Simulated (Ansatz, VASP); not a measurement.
**NaCl: VASP beside Ansatz**

```
Na Cl
1.0
     2.80280    0.00000    0.00000
     0.00000    2.80280    0.00000
     0.00000    0.00000    2.86000
Na Cl
1 1
Direct
  0.00000 0.00000 0.00000
  0.50000 0.50000 0.50000
```

Change from the starting cell: equal xx and yy strain of -2 %.

Alike in both runs: task single point; functional PBEsol; k mesh 8 × 8 × 8; occupations fermi-dirac, width 0.02 eV; no spin polarisation.

|  | VASP | Ansatz |
| --- | --- | --- |
| version | VASP 6.6.1 | Ansatz 0.2.0 |
| potentials or method | VASP PAW PBE potentials, release 64 (Na_pv, Cl), cutoff 520 eV | all-electron LAPW, scalar-relativistic |

VASP gave:

| Property | Result |
| --- | --- |
| gap on the k mesh at the Fermi level (eV) | 3.94 |
| pressure (GPa) | 70.8 |
| largest component of the traceless stress (GPa) | 3.67 |

Q: What did Ansatz give for the same quantities?

A: gap on the k mesh at the Fermi level (eV): 3.88; pressure (GPa): 70.0; largest component of the traceless stress (GPa): 3.69.

Ansatz ran all-electron here, so the differences hold the error of VASP's frozen core and of both bases.

Caveats: the cell as given lies far from equilibrium; so large a pressure means that the cell lies far from this level's equilibrium, or that cutoff or potentials fall short (VASP); the potentials were made for another functional, which shifts forces and pressure (VASP). A k mesh can miss the band edges.
